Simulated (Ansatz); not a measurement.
## SnSe under changes of volume

One of the cells (50.458 Å³/atom); the others are scaled copies at fixed shape and fractional positions:

```
Sn Se
1.0
     4.28533    0.00000    0.00000
     0.00000    4.28533    0.00000
     0.00000    0.00000   10.99069
Sn Se
2 2
Direct
  0.00000 0.50000 0.62777
  0.50000 0.00000 0.37223
  0.00000 0.50000 0.38396
  0.50000 0.00000 0.61604
```

| Quantity | Value |
| --- | --- |
| Program | Ansatz 0.2.0 |
| Functional | LDA |
| Potentials or basis | Ansatz PAW |
| Cutoff | 420 eV (not typed: the program's choice for these potentials) |
| k mesh | 6 × 6 × 3 |
| Occupations | fermi-dirac, width 0.05 eV |
| Spin | no spin polarisation |

| volume (Å³/atom) | energy over the lowest point (meV/atom) | gap on the mesh (eV) | largest force (eV/Å) |
| --- | --- | --- | --- |
| 47.431 | 0.00 | 1.40 | 0.316 |
| 48.440 | 0.08 | 1.43 | 0.187 |
| 49.449 | 3.95 | 1.45 | 0.109 |
| 50.458 | ? | ? | ? |
| 51.468 | 21.55 | 1.48 | 0.370 |
| 52.477 | 34.58 | 1.50 | 0.486 |
| 53.486 | 50.05 | 1.51 | 0.594 |

Problem. What does the run at 50.458 Å³/atom give?

Solution. Energy over the lowest point 11.24 meV/atom; gap on the mesh 1.47 eV; largest force 0.244 eV/Å.

Worked out: A Birch-Murnaghan fit of order 3 (a polynomial in V^(-2/3)) to the other rows has its minimum at 47.91 Å³/atom with B0 = V·E''(V) = 30 GPa and B' = 4.3 at fixed shape and positions, which overstates the stiffness. It gives 11.22 meV/atom at 50.458 Å³/atom, against the run's 11.24. A straight line through the other rows of the gap, of slope 0.893 eV per unit of ln V (its deformation potential), gives 1.46 eV, against the run's 1.47.

Energies are extrapolated to zero smearing.

Caveats: odd divisions of the mesh miss points on the zone boundary, where band edges often lie, so the gap on the mesh can be too wide; spin-orbit coupling is left out, which moves the levels of the heavy elements; the PAW data sets come from PBE, with cores solved anew for the run's functional, which leaves a small shift of forces and pressure.

A mesh can miss the band edges.
